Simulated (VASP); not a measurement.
# Cu (Fm-3m) in VASP: elastic constants with LDA

Aim: the elastic constants of Cu with LDA.

All numbers are computed with VASP 6.6.1; they aren't measurements. Logs are shortened: lines on timing, memory, paths and dates and some standing lists are left out, and cuts for length are marked.

## (1) The structure

It takes space group Fm-3m (No. 225, cubic). Conventional cell: a = 3.524 Å, b = 3.524 Å, c = 3.524 Å, α = 90.00°, β = 90.00°, γ = 90.00°. Cu (site symmetry m-3m) is surrounded by 12 Cu at 2.49 Å.

The cell was built by a generator and needn't be a form met in nature.

## (2) Elastic constants, LDA

The input, POSCAR:

```
Cu
1.0
    0.0000000000      1.7621729353      1.7621729353
    1.7621729353     -0.0000000000      1.7621729353
    1.7621729353      1.7621729353      0.0000000000
  Cu
     1
Direct
     0.0000000000000000    0.0000000000000000    0.0000000000000000
```

The input, INCAR.step1:

```
PREC     = Accurate       # precision mode
ENCUT    = 600            # plane-wave cutoff, eV
EDIFF    = 1E-8           # SCF threshold, eV
ISMEAR   = 1              # smearing method
SIGMA    = 0.2            # smearing width, eV
LREAL    = F              # projectors in reciprocal space
LASPH    = T              # aspherical terms in the spheres
NELM     = 100            # most SCF steps
ALGO     = Normal         # electronic algorithm
ISIF     = 3              # what is computed and relaxed
LWAVE    = F              # write WAVECAR
LCHARG   = F              # write CHGCAR
KPAR     = 8            
IBRION   = 2              # ionic algorithm
NSW      = 40             # ionic steps
EDIFFG   = -0.002         # ionic threshold
```

The input, INCAR.step2:

```
PREC     = Accurate       # precision mode
ENCUT    = 600            # plane-wave cutoff, eV
EDIFF    = 1E-8           # SCF threshold, eV
ISMEAR   = 1              # smearing method
SIGMA    = 0.2            # smearing width, eV
LREAL    = F              # projectors in reciprocal space
LASPH    = T              # aspherical terms in the spheres
NELM     = 100            # most SCF steps
ALGO     = Normal         # electronic algorithm
ISIF     = 3              # what is computed and relaxed
LWAVE    = F              # write WAVECAR
LCHARG   = F              # write CHGCAR
KPAR     = 8            
IBRION   = 6              # ionic algorithm
NFREE    = 2            
POTIM    = 0.015          # step
NSW      = 1              # ionic steps
```

The input, KPOINTS:

```
regular mesh
0
Gamma
  24 24 24
```

Potentials or basis: VASP PAW LDA potentials, release 64 (Cu).

Started as:

```sh
> cat potpaw_LDA.64/Cu/POTCAR > POTCAR
> cp INCAR.step1 INCAR
> mpirun -np 8 vasp_std > vasp.out
> cp CONTCAR POSCAR
> cp INCAR.step2 INCAR
> mpirun -np 8 vasp_std > vasp.out
```

OUTCAR:

```text
PREC = Accurate
   ENCUT = 600
   EDIFF = 1E-8
   ISMEAR = 1
   LREAL = F
   LASPH = T
   NELM = 100
   ISIF = 3
   IBRION = 6
   NFREE = 2
   POTIM = 0.015
   NSW = 1

 ion  position               nearest neighbor table
   1  0.000  0.000  0.000-

  LATTYP: Found a face centered cubic cell.
 ALAT       =     3.5243458706

  Lattice vectors:

 A1 = (   0.0000000000,   1.7621729353,   1.7621729353)
 A2 = (   1.7621729353,   0.0000000000,   1.7621729353)
 A3 = (   1.7621729353,   1.7621729353,   0.0000000000)

Analysis of symmetry for initial positions (statically):
=====================================================================
 Subroutine PRICEL returns:
 Original cell was already a primitive cell.

 Routine SETGRP: Setting up the symmetry group for a
 face centered cubic supercell.

 Subroutine GETGRP returns: Found 48 space group operations
 (whereof 48 operations were pure point group operations)
 out of a pool of 48 trial point group operations.

The static configuration has the point symmetry O_h .

Analysis of symmetry for dynamics (positions and initial velocities):
=====================================================================
 Subroutine PRICEL returns:
 Original cell was already a primitive cell.

 Routine SETGRP: Setting up the symmetry group for a
 face centered cubic supercell.

 Subroutine GETGRP returns: Found 48 space group operations
 (whereof 48 operations were pure point group operations)
 out of a pool of 48 trial point group operations.

The dynamic configuration has the point symmetry O_h .

 Subroutine INISYM returns: Found 48 space group operations
 (whereof 48 operations are pure point group operations),
 and found     1 'primitive' translations

----------------------------------------------------------------------------------------

                                     Primitive cell

  volume of cell :      10.9440

[... 334 lines left out ...]
      2       5.0174      2.00000
      3       5.0174      2.00000
      4       5.0174      2.00000
      5       5.9600      2.00000
      6       5.9600      2.00000
      7      31.6145      0.00000
      8      34.6931      0.00000
      9      34.6931      0.00000
[... 265 lines left out ...]
 k-point    24 :       0.4583    0.0417    0.0000
  band No.  band energies     occupation
      1       2.7416      2.00000
      2       4.9735      2.00000
      3       5.0263      2.00000
      4       6.1009      2.00000
      5       6.5854      2.00000
      6       7.0867      2.00000
      7      13.2903      0.00000
      8      29.7971      0.00000
      9      30.5953      0.00000

 [... further k-points ...]

------------------------ aborting loop because EDIFF is reached ----------------------------------------

  FORCE on cell =-STRESS in cart. coord.  units (eV):
  Direction    XX          YY          ZZ          XY          YZ          ZX
  --------------------------------------------------------------------------------------
  -------------------------------------------------------------------------------------
  Total       -0.0014625     -0.0014625     -0.0014625      0.0000000      0.0000000      0.0000000
  in kB       -0.2141028     -0.2141028     -0.2141028      0.0000000      0.0000000      0.0000000
  external PRESSURE =      -0.2141028 kB  Pullay stress =       0.0000000 kB
[... 16 lines left out ...]
  FREE ENERGIE OF THE ION-ELECTRON SYSTEM (eV)
  ---------------------------------------------------
  free  energy   TOTEN  =        -4.7085572261 eV

  energy  without entropy=       -4.7089029655  energy(sigma->0) =       -4.70867247

 INTERNAL STRAIN TENSORS FROM STRAINED CELLS
 ============================================

 INTERNAL STRAIN TENSOR FOR ION    1 for displacements in x,y,z  (eV/Angst):
          X           Y           Z          XY          YZ          ZX
  --------------------------------------------------------------------------------
  x     0.00000     0.00000    -0.00000    -0.00000     0.00000     0.00000
  y     0.00000    -0.00000     0.00000     0.00000    -0.00000    -0.00000
  z    -0.00000     0.00000     0.00000     0.00000    -0.00000     0.00000

 INTERNAL STRAIN TENSORS FROM DISPLACED ATOMS
 ============================================

 INTERNAL STRAIN TENSOR FOR ION    1 for displacements in x,y,z  (eV/Angst):
          X           Y           Z          XY          YZ          ZX
  --------------------------------------------------------------------------------
  x     0.00000     0.00000     0.00000     0.00000     0.00000     0.00000
  y     0.00000     0.00000     0.00000     0.00000     0.00000     0.00000
  z     0.00000     0.00000     0.00000     0.00000     0.00000     0.00000

 Eigenvectors and eigenvalues of the dynamical matrix
 ----------------------------------------------------

   1 f/i=    0.000000 THz     0.000000 2PiTHz    0.000000 cm-1     0.000000 meV
             X         Y         Z           dx          dy          dz
      0.000000  0.000000  0.000000     1.000000    0.000000    0.000000

   2 f/i=    0.000000 THz     0.000000 2PiTHz    0.000000 cm-1     0.000000 meV
             X         Y         Z           dx          dy          dz
      0.000000  0.000000  0.000000     0.000000    1.000000    0.000000

   3 f/i=    0.000000 THz     0.000000 2PiTHz    0.000000 cm-1     0.000000 meV
             X         Y         Z           dx          dy          dz
      0.000000  0.000000  0.000000     0.000000    0.000000    1.000000

--------------------------------------------------------------------------------------------------------

 ELASTIC MODULI CONTR FROM IONIC RELAXATION (kBar)
 Direction    XX          YY          ZZ          XY          YZ          ZX
 --------------------------------------------------------------------------------
 XX           0.0000      0.0000      0.0000      0.0000      0.0000      0.0000
 YY           0.0000      0.0000      0.0000      0.0000      0.0000      0.0000
 ZZ           0.0000      0.0000      0.0000      0.0000      0.0000      0.0000
 XY           0.0000      0.0000      0.0000      0.0000      0.0000      0.0000
 YZ           0.0000      0.0000      0.0000      0.0000      0.0000      0.0000
 ZX           0.0000      0.0000      0.0000      0.0000      0.0000      0.0000
 --------------------------------------------------------------------------------

 TOTAL ELASTIC MODULI (kBar)
 Direction    XX          YY          ZZ          XY          YZ          ZX
 --------------------------------------------------------------------------------
 XX        2316.3627   1602.2531   1602.2531     -0.0000      0.0000      0.0000
 YY        1602.2531   2316.3627   1602.2531     -0.0000     -0.0000      0.0000
 ZZ        1602.2531   1602.2531   2316.3627      0.0000     -0.0000     -0.0000
 XY          -0.0000     -0.0000      0.0000   1049.7006     -0.0000      0.0000
 YZ           0.0000     -0.0000     -0.0000     -0.0000   1049.7006      0.0000
 ZX           0.0000      0.0000     -0.0000      0.0000      0.0000   1049.7006
 --------------------------------------------------------------------------------
```

Run time: 5.7 min. Hardware: 8 MPI ranks of Intel Xeon Platinum 8488C (Sapphire Rapids), shared host; peak memory 0.8 GiB.

What came out:

| Property | Result |
| --- | --- |
| Elastic constants C11, C12, C44 | 232, 160, 105 GPa |
| Voigt bulk modulus | 184 GPa |

Elastic tensor in Voigt notation (GPa, in the Cartesian axes of the cell as first typed):
```
232 160 160   0   0   0
160 232 160   0   0   0
160 160 232   0   0   0
  0   0   0 105   0   0
  0   0   0   0 105   0
  0   0   0   0   0 105
```

Clamped-ion elastic tensor (GPa):
```
232 160 160   0   0   0
160 232 160   0   0   0
160 160 232   0   0   0
  0   0   0 105   0   0
  0   0   0   0 105   0
  0   0   0   0   0 105
```
